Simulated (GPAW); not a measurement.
# BN (F-43m) in GPAW: further runs

The runs below take BN through band structure, with RPBE, revPBE, BLYP.

Program: GPAW 26.7.0. These are calculated values, not measurements. Logs are shortened: lines on timing, memory, paths and dates and some standing lists are left out, and cuts for length are marked. The log counts tension as positive stress, the text compression.

**Measured values to compare with.**

From a printed reference work, monograph, for a bulk crystal of BN at 300 K: band gap 6.4 eV (indirect).

The runs below are set against these values where they give the same quantity.

**1. The structure**

It takes space group F-43m (No. 216, cubic). Conventional cell: a = 3.626 Å, b = 3.626 Å, c = 3.626 Å, α = 90.00°, β = 90.00°, γ = 90.00°. N (site symmetry -43m) has 4 B at 1.57 Å as nearest neighbours. Around B (site symmetry -43m) lie 4 N at 1.57 Å.

The cell is a database's computed one.

**2. Band structure, RPBE**

File run.py:

```python
from ase.dft.bandgap import bandgap
from ase.io import read, write
from ase.units import GPa
from gpaw import GPAW, PW

atoms = read('POSCAR')

calc = GPAW(mode=PW(800),
            xc='RPBE',
            kpts={'size': (13, 13, 13), 'gamma': True},
            occupations={'name': 'fermi-dirac', 'width': 0.05},
            nbands=11,
            convergence={'density': 1e-05, 'energy': 1e-05},
            maxiter=150,
            txt='gpaw.txt')
atoms.calc = calc
energy = atoms.get_potential_energy()
forces = atoms.get_forces()
stress = atoms.get_stress()
calc.write('gs.gpw')
write('result.traj', atoms)
print(f'Energy: {energy:.6f} eV')
print('Forces (eV/A):')
print(forces.round(4))
print('Stress (GPa):', (stress / GPa).round(3))
print('Fermi level:', round(calc.get_fermi_level(), 4), 'eV')
print(f'Gap: {bandgap(calc)[0]:.4f} eV, direct: {bandgap(calc, direct=True)[0]:.4f} eV')

path = atoms.cell.bandpath('GXWKGLUWLK,UX', npoints=60, eps=1e-4)
bs_calc = calc.fixed_density(kpts=path, symmetry='off', nbands=18,
                             convergence={'bands': 'CBM+6.0', 'eigenstates': 1e-6}, txt='bands.txt')
bs = bs_calc.band_structure()
bs.write('bs.json')
print(f'Gap on the path: {bandgap(bs_calc)[0]:.4f} eV')
```

File POSCAR:

```
BN
1.0
    0.0000000000      1.8130010000      1.8130010000
    1.8130010000      0.0000000000      1.8130010000
    1.8130010000      1.8130010000      0.0000000000
N B
1 1
Direct
    0.2500000000      0.2500000000      0.2500000000
    0.0000000000      0.0000000000      0.0000000000
```

Potentials or basis: the program's PAW data sets (release 1.2.1) made for this functional, pw.

Started as:

```console
$ OMP_NUM_THREADS=1 python run.py
```

gpaw.txt:

```text
__  _  _
 | _ |_)|_||  |
 |__||  | ||/\| - 26.7.0

Input parameters:
  mode=PW(ecut=800.0),
  convergence={'density': 1e-05, 'energy': 1e-05},
  kpts=MonkhorstPack(size=(13, 13, 13), gamma=True),
  maxiter=150,
  nbands=11,
  occupations=Occupations(name='fermi-dirac', width=0.05),
  xc=XC(name='RPBE')

Diagonalizing LCAO Hamiltonian
Converting LCAO to pw mode

          N
       B

Atoms  # Å, Bohr magnetons
|   | symbol |        x |        y |        z |    initial magnetic moments |
|---|--------|----------|----------|----------|-----------------------------|
| 0 |      N | 0.906501 | 0.906501 | 0.906501 | ( 0.0000,  0.0000,  0.0000) |
| 1 |      B | 0.000000 | 0.000000 | 0.000000 | ( 0.0000,  0.0000,  0.0000) |

Unit cell  # Å
| periodic |        x |        y |        z |  lengths |    angles |
|----------|----------|----------|----------|----------|-----------|
|      yes | 0.000000 | 1.813001 | 1.813001 | 2.563971 | 60.000000 |
|      yes | 1.813001 | 0.000000 | 1.813001 | 2.563971 | 60.000000 |
|      yes | 1.813001 | 1.813001 | 0.000000 | 2.563971 | 60.000000 |

Number of symmetries: 24
Symmetry operations  # r_c * U_cc + t_c -> r_c
|    | kind |            matrix            |
|----|------|------------------------------|
|  0 |  E   |  1, 0, 0,  0, 1, 0,  0, 0, 1 |
|  1 |  σ   |  1, 0, 0,  0, 0, 1,  0, 1, 0 |
|  2 |  σ   |  1, 0,-1,  0, 1,-1,  0, 0,-1 |
|  3 |  C3  |  1, 0,-1,  0, 0,-1,  0, 1,-1 |
|  4 |  C3  |  1,-1, 0,  0,-1, 1,  0,-1, 0 |
|  5 |  σ   |  1,-1, 0,  0,-1, 0,  0,-1, 1 |
|  6 |  σ   |  0, 1, 0,  1, 0, 0,  0, 0, 1 |
|  7 |  C3  |  0, 1, 0,  0, 0, 1,  1, 0, 0 |
|  8 |  C2  |  0, 1,-1,  1, 0,-1,  0, 0,-1 |
|  9 |  S4  |  0, 1,-1,  0, 0,-1,  1, 0,-1 |
| 10 |  C3  |  0, 0, 1,  1, 0, 0,  0, 1, 0 |
| 11 |  σ   |  0, 0, 1,  0, 1, 0,  1, 0, 0 |
| 12 |  S4  |  0, 0,-1,  1, 0,-1,  0, 1,-1 |
| 13 |  C3  |  0, 0,-1,  0, 1,-1,  1, 0,-1 |
| 14 |  S4  |  0,-1, 1,  1,-1, 0,  0,-1, 0 |
| 15 |  C2  |  0,-1, 1,  0,-1, 0,  1,-1, 0 |
| 16 |  C3  |  0,-1, 0,  1,-1, 0,  0,-1, 1 |
| 17 |  S4  |  0,-1, 0,  0,-1, 1,  1,-1, 0 |
| 18 |  S4  | -1, 1, 0, -1, 0, 1, -1, 0, 0 |
| 19 |  C3  | -1, 1, 0, -1, 0, 0, -1, 0, 1 |
| 20 |  C3  | -1, 0, 1, -1, 1, 0, -1, 0, 0 |
| 21 |  S4  | -1, 0, 1, -1, 0, 0, -1, 1, 0 |
| 22 |  σ   | -1, 0, 0, -1, 1, 0, -1, 0, 1 |
| 23 |  C2  | -1, 0, 0, -1, 0, 1, -1, 1, 0 |

BZ-sampling:
  Number of BZ points: 2197
  Number of IBZ points: 84

  Monkhorst-Pack size: [13, 13, 13]
  Monkhorst-Pack shift: [0, 0, 0]

K-points  # in reciprocal-cell coordinates
|     |                                coordinates |     weight |
|-----|--------------------------------------------|------------|
|   0 | (  0.00000000,   0.00000000,   0.00000000) | 0.00045517 |
|   1 | (  0.07692308,   0.07692308,   0.00000000) | 0.00273100 |
|   2 | (  0.07692308,   0.07692308,   0.07692308) | 0.00364133 |
|   3 | (  0.15384615,   0.07692308,   0.07692308) | 0.00546199 |
|   4 | (  0.15384615,   0.15384615,   0.00000000) | 0.00273100 |
|   5 | (  0.15384615,   0.15384615,   0.07692308) | 0.01092399 |
|   6 | (  0.15384615,   0.15384615,   0.15384615) | 0.00364133 |
|   7 | (  0.23076923,   0.15384615,   0.07692308) | 0.01092399 |
|   8 | (  0.23076923,   0.15384615,   0.15384615) | 0.01092399 |
|   9 | (  0.23076923,   0.23076923,   0.00000000) | 0.00273100 |
| ... |                                            |            |
|  83 | (  0.46153846,   0.46153846,   0.46153846) | 0.00364133 |

Plane wave coefficients: 623
Cutoff: 800.0 eV

Spin-components: 1 (collinear spins)
Bands:           11
Projectors:      10
Spin-degeneracy: 2
Datatype:        complex128

Parallelization:
  kpt:    1
  domain: 1
  band:   1

Density:
  Valence electrons: 8.0
  Components: 1
  Grid points: [18 18 18]
  Charge: 0.0  # |e|

Potential:
  Grid points: [18 18 18]

species:
  N:
    name:    Nitrogen
    Z:       7.0
    valence: 5
    core:    2
    charge:  0.0  # [|e|]
    compensation charges:
      type: gauss
      rc: 0.18  # [Å]
      lmax: 2
    cutoffs:
      filter: 1.11  # [Å]
      core: 0.96  # [Å]
    projectors
    | kind |    occ | energy [eV] | rcut [Å] |
    |------|--------|-------------|----------|
    |   2s |  2.000 |     -18.658 |    0.603 |
    |   2p |  3.000 |      -7.050 |    0.529 |
    |    s |        |       8.553 |    0.603 |
    |    p |        |      20.161 |    0.529 |
    |    d |        |       0.000 |    0.577 |

    Using partial waves for N as LCAO basis

  B:
    name:    Boron
    Z:       5.0
    valence: 3
    core:    2
    charge:  0.0  # [|e|]
    compensation charges:
      type: gauss
      rc: 0.20  # [Å]
      lmax: 2
    cutoffs:
      filter: 1.14  # [Å]
      core: 1.38  # [Å]
    projectors
    | kind |    occ | energy [eV] | rcut [Å] |
    |------|--------|-------------|----------|
    |   2s |  2.000 |      -9.489 |    0.635 |
    |   2p |  1.000 |      -3.587 |    0.635 |
    |    s |        |      17.723 |    0.635 |
    |    p |        |      23.625 |    0.635 |
    |    d |        |       0.000 |    0.635 |

    Using partial waves for B as LCAO basis

Reference energy: -2154.630243  # eV

eigensolver:
  PPCG
  Converge bands: occupied
  niter=2

density mixing:
  MSR1-Mixer
  Pratt-step length: 0.05
  Maximum mixing coefficient: 0.75
  Old densities: 10
  SVD Regularization: 0.005
  Good broyden scale: 1.0
  Trust region scale: 1.0
  Backstep threshold: 4.0
  History deletion threshold: 6.0
  Fourier metric: weight=20.0, sigma=0.015

occupation numbers:
  Fermi-Dirac:
    width: 0.0500  # eV

poisson solver:
  ecut: 6400.0  # eV

xc functional:
  name: RPBE with 2 nearest neighbor stencil

convergence criteria:
- Maximum integral of absolute [dens]ity change: 1e-05 electrons / valence electron
- Maximum [total energy] change in last 3 cyles: 1e-05 eV / valence electron
- Maximum integral of absolute [eigenst]ate change: 4e-08 eV^2 / valence electron
maximum number of iterations: 150

SCF iterations
|iter     | |      energy | eigst |  dens |
|---------|-|-------------|-------|-------|
|iter:   1| |  -17.354213 | +0.09 |       |
|iter:   2| |  -17.187529 | -2.11 | -0.74 |
|iter:   3| |  -16.583432 | -1.39 | -0.79 |
|iter:   4| |  -16.581736 | -2.91 | -1.38 |
|iter:   5| |  -16.582624 | -3.42 | -1.82 |
|iter:   6| |  -16.582740 | -5.20 | -2.58 |
|iter:   7| |  -16.582741 | -6.87 | -3.47 |
|iter:   8| |  -16.582741c| -8.27c| -4.20 |
|iter:   9| |  -16.582741c| -8.00c| -5.13c|

Converged in 9 steps
Energy contributions relative to reference atoms: (reference = -2154.630243)

Energy contributions:
  Kinetic:          16.192288
  Coulomb:         -15.540715
  Zero:              0.099060
  External:          0.000000
  Xc:              -17.333373
  Entropy:           0.000000
  Spinorbit:         0.000000
  ----------------------------
  Free energy:     -16.582741
  Extrapolated:    -16.582741

dipole moment: (-7.302549, -7.302549, -7.302549)  # |e|*Ang

Fermi level: 12.321
Eigenvalues  # (at kpt = [0.000, 0.000, 0.000])
| band index |      eig [eV] | occ [0-2] |
|------------|---------------|-----------|
|          0 |       -10.124 |     2.000 |
|          1 |        10.065 |     2.000 |
|          2 |        10.065 |     2.000 |
|          3 |        10.065 |     2.000 |
|          4 |        18.913 |     0.000 |
|          5 |        18.913 |     0.000 |
|          6 |        18.913 |     0.000 |
|          7 |        20.276 |     0.000 |
|          8 |        34.794 |     0.000 |
|          9 |        37.716 |     0.000 |
|         10 |        38.235 |     0.000 |

Gap: 4.569 eV
Transition (v -> c):
  (s=0, k=0, n=3, [0.00, 0.00, 0.00]) -> (s=0, k=77, n=4, [0.46, 0.46, 0.00])
Direct/indirect transitions are different
Direct gap: 8.848 eV
Transition at: (s=0, k=0, n=3, [0.00, 0.00, 0.00])

Forces  # eV/Ang
|       x |        y |        z |
|---------|----------|----------|
| 0.00000 |  0.00000 | -0.00000 |  # N    0
| 0.00000 | -0.00000 |  0.00000 |  # B    1

Stress tensor  # eV/Ang^3
|         x |         y |         z |
|-----------|-----------|-----------|
| -0.026571 |  0.000000 | -0.000000 |
|  0.000000 | -0.026571 | -0.000000 |
| -0.000000 | -0.000000 | -0.026571 |

# Writing to gs.gpw (mode='')
```

bands.txt:

```text
Diagonalizing LCAO Hamiltonian
Converting LCAO to pw mode
convergence criteria:
- Maximum integral of absolute [eigenst]ate change: 1e-06 eV^2 / valence electron
maximum number of iterations: 150

SCF iterations
|iter     | |      energy | eigst |  dens |
|---------|-|-------------|-------|-------|
|iter:   1| |             | +0.83 |       |
[... 64 lines left out ...]
         [0.41071429, 0.41071429, 0.67857143],
         [0.39285714, 0.39285714, 0.71428571],
         [0.375     , 0.375     , 0.75      ],
         [0.625     , 0.25      , 0.625     ],
         [0.59375   , 0.1875    , 0.59375   ],
         [0.5625    , 0.125     , 0.5625    ],
         [0.53125   , 0.0625    , 0.53125   ],
         [0.5       , 0.        , 0.5       ]])),
  maxiter=150,
  nbands=18,
  occupations=Occupations(name='fermi-dirac', width=0.05),
  symmetry=Symmetry(point_group=False, time_reversal=False),
  xc=XC(name='RPBE')
```

Wall time 23 s (1 thread of Arm Neoverse V1, shared host); peak memory 0.17 GiB.

What came out:

```
Free energy             : -16.5827 eV
Pressure                : 4.3 GPa
Band gap on the k mesh  : 4.57 eV, indirect (least direct gap 8.85 eV)
Band gap along the path : 4.50 eV, indirect (least direct gap 8.85 eV)
```

Levels at the corners of the path, in eV from the valence-band top:
| point | band 1 | band 2 | band 3 | band 4 | band 5 | band 6 | band 7 | band 8 |
| --- | --- | --- | --- | --- | --- | --- | --- | --- |
| Γ | -20.19 | 0.00 | 0.00 | 0.00 | 8.85 | 8.85 | 8.85 | 10.21 |
| X | -14.68 | -8.88 | -4.86 | -4.86 | 4.50 | 9.21 | 17.91 | 17.91 |
| W | -14.38 | -7.58 | -6.89 | -6.43 | 9.62 | 13.27 | 14.54 | 14.56 |
| K | -14.60 | -8.11 | -7.58 | -4.04 | 6.93 | 12.84 | 15.82 | 16.65 |
| Γ | -20.19 | 0.00 | 0.00 | 0.00 | 8.85 | 8.85 | 8.85 | 10.21 |
| L | -16.03 | -10.61 | -1.92 | -1.92 | 10.03 | 10.72 | 10.72 | 15.27 |
| U | -14.60 | -8.11 | -7.58 | -4.04 | 6.93 | 12.84 | 15.82 | 16.65 |
| W | -14.38 | -7.58 | -6.89 | -6.43 | 9.62 | 13.27 | 14.54 | 14.56 |
| L | -16.03 | -10.61 | -1.92 | -1.92 | 10.03 | 10.72 | 10.72 | 15.27 |
| K | -14.60 | -8.11 | -7.58 | -4.04 | 6.93 | 12.84 | 15.82 | 16.65 |
| U | -14.60 | -8.11 | -7.58 | -4.04 | 6.93 | 12.84 | 15.82 | 16.65 |
| X | -14.68 | -8.88 | -4.86 | -4.86 | 4.50 | 9.21 | 17.91 | 17.91 |

**3. Band structure, revPBE**

Edit run.py of step 2 so:

```diff
@@ -1,3 +1,4 @@
+from ase import Atoms
 from ase.dft.bandgap import bandgap
-from ase.io import read, write
+from ase.io import write
 from ase.units import GPa
@@ -5,6 +6,12 @@
 
-atoms = read('POSCAR')
+atoms = Atoms(['N', 'B'],
+              cell=[[0.0, 1.813001, 1.813001],
+                    [1.813001, 0.0, 1.813001],
+                    [1.813001, 1.813001, 0.0]],
+              scaled_positions=[[0.25, 0.25, 0.25],
+                                [0.0, 0.0, 0.0]],
+              pbc=True)
 
 calc = GPAW(mode=PW(800),
-            xc='RPBE',
+            xc='revPBE',
             kpts={'size': (13, 13, 13), 'gamma': True},
@@ -28,3 +35,3 @@
 
-path = atoms.cell.bandpath('GXWKGLUWLK,UX', npoints=60, eps=1e-4)
+path = atoms.cell.bandpath('GXWKGLUWLK,UX', npoints=80, eps=1e-4)
 bs_calc = calc.fixed_density(kpts=path, symmetry='off', nbands=18,
```

Potentials or basis: the program's PAW data sets (release 1.2.1) made for this functional, pw.

Started as:

```console
$ OMP_NUM_THREADS=1 python run.py
```

It took 25 s on 1 thread of Arm Neoverse V1, shared host; peak memory 0.18 GiB.

Results (log left out):

```yaml
Free_energy: -16.7198 eV
Pressure: 2.9 GPa
Band_gap_on_the_k_mesh: 4.56 eV, indirect (least direct gap 8.84 eV)
Band_gap_along_the_path: 4.48 eV, indirect (least direct gap 8.84 eV)
```

Levels at the corners of the path, in eV from the valence-band top:
```tsv
point	band 1	band 2	band 3	band 4	band 5	band 6	band 7	band 8
Γ	-20.18	0.00	0.00	0.00	8.84	8.84	8.84	10.21
X	-14.66	-8.88	-4.86	-4.86	4.48	9.20	17.89	17.89
W	-14.36	-7.58	-6.89	-6.44	9.60	13.26	14.54	14.54
K	-14.58	-8.10	-7.58	-4.04	6.92	12.82	15.80	16.63
Γ	-20.18	0.00	0.00	0.00	8.84	8.84	8.84	10.21
L	-16.01	-10.62	-1.92	-1.92	10.03	10.71	10.71	15.24
U	-14.58	-8.10	-7.58	-4.04	6.92	12.82	15.80	16.63
W	-14.36	-7.58	-6.89	-6.44	9.60	13.26	14.54	14.54
L	-16.01	-10.62	-1.92	-1.92	10.03	10.71	10.71	15.24
K	-14.58	-8.10	-7.58	-4.04	6.92	12.82	15.80	16.63
U	-14.58	-8.10	-7.58	-4.04	6.92	12.82	15.80	16.63
X	-14.66	-8.88	-4.86	-4.86	4.48	9.20	17.89	17.89
```

**4. Band structure, BLYP**

Edit run.py of step 3 so:

```diff
@@ -1,17 +1,12 @@
-from ase import Atoms
 from ase.dft.bandgap import bandgap
-from ase.io import write
+from ase.io import read, write
 from ase.units import GPa
-from gpaw import GPAW, PW
+from gpaw import GPAW, PW, setup_paths
 
-atoms = Atoms(['N', 'B'],
-              cell=[[0.0, 1.813001, 1.813001],
-                    [1.813001, 0.0, 1.813001],
-                    [1.813001, 1.813001, 0.0]],
-              scaled_positions=[[0.25, 0.25, 0.25],
-                                [0.0, 0.0, 0.0]],
-              pbc=True)
+setup_paths.insert(0, '.')
+
+atoms = read('POSCAR')
 
 calc = GPAW(mode=PW(800),
-            xc='revPBE',
+            xc='BLYP',
             kpts={'size': (13, 13, 13), 'gamma': True},
@@ -20,2 +15,3 @@
             convergence={'density': 1e-05, 'energy': 1e-05},
+            eigensolver='davidson',
             maxiter=150,
```

POSCAR is that of step 2.

Potentials or basis: PAW data sets generated in the run's folder for this functional, pw.

Started as:

```console
$ gpaw-setup -f BLYP B N
$ OMP_NUM_THREADS=1 python run.py
```

Run time: 24 s. Hardware: 1 thread of Arm Neoverse V1, shared host; peak memory 0.18 GiB.

The run converged. Its results:

| Item | Value |
| --- | --- |
| Free energy | -16.3241 eV |
| Pressure | 5.2 GPa |
| Band gap on the k mesh | 4.93 eV, indirect (least direct gap 8.88 eV) |
| Band gap along the path | 4.86 eV, indirect (least direct gap 8.88 eV) |

Levels at the corners of the path, in eV from the valence-band top:
```csv
point,band 1,band 2,band 3,band 4,band 5,band 6,band 7,band 8
Γ,-19.92,0.00,0.00,0.00,8.88,8.88,8.88,10.52
X,-14.48,-8.70,-4.78,-4.78,4.86,9.47,17.77,17.77
W,-14.19,-7.43,-6.74,-6.28,9.85,13.33,14.59,14.68
K,-14.41,-7.94,-7.41,-3.97,7.23,12.99,15.74,16.60
Γ,-19.92,0.00,0.00,0.00,8.88,8.88,8.88,10.52
L,-15.82,-10.39,-1.90,-1.90,10.25,10.81,10.81,15.43
U,-14.41,-7.94,-7.41,-3.97,7.23,12.99,15.74,16.60
W,-14.19,-7.43,-6.74,-6.28,9.85,13.33,14.59,14.68
L,-15.82,-10.39,-1.90,-1.90,10.25,10.81,10.81,15.43
K,-14.41,-7.94,-7.41,-3.97,7.23,12.99,15.74,16.60
U,-14.41,-7.94,-7.41,-3.97,7.23,12.99,15.74,16.60
X,-14.48,-8.70,-4.78,-4.78,4.86,9.47,17.77,17.77
```

**5. The runs side by side**

```tsv
level	potentials or basis	band points	eigensolver	gap on the mesh (eV)	pressure (GPa)
RPBE	the program's PAW data sets (release 1.2.1) made for this functional, pw	60	-	4.57	4.3
revPBE	the program's PAW data sets (release 1.2.1) made for this functional, pw	80	-	4.56	2.9
BLYP	PAW data sets generated in the run's folder for this functional, pw	80	davidson	4.93	5.2
```

Alike in all rows: task band structure; no spin polarisation; cell as given; k mesh 13 × 13 × 13; cutoff (eV) 800; smearing fermi-dirac 0.05 eV.

Absolute energies hang on the potentials; compare differences alone.

**6. Comparison with measurements**

Step 2. Measured gap of BN: 6.4 eV (indirect; 300 K; a printed reference work, monograph). This calculation gives 4.50 eV (-1.90 eV). The value is that of RPBE, without temperature or zero-point motion. Semilocal functionals fall short of measured gaps as a rule. The cell is a database's relaxed one, not the measured one, which moves gaps too.

Step 3. Against the measured gap of BN, 6.4 eV (indirect; 300 K; a printed reference work, monograph), the calculated 4.48 eV is off by -1.92 eV. The value is that of revPBE, without temperature or zero-point motion. Semilocal functionals fall short of measured gaps as a rule. The cell is a database's relaxed one, not the measured one, which moves gaps too.

Step 4. Against the measured gap of BN, 6.4 eV (indirect; 300 K; a printed reference work, monograph), the calculated 4.86 eV is off by -1.54 eV. The value is that of BLYP, without temperature or zero-point motion. Semilocal functionals fall short of measured gaps as a rule. The cell is a database's relaxed one, not the measured one, which moves gaps too.
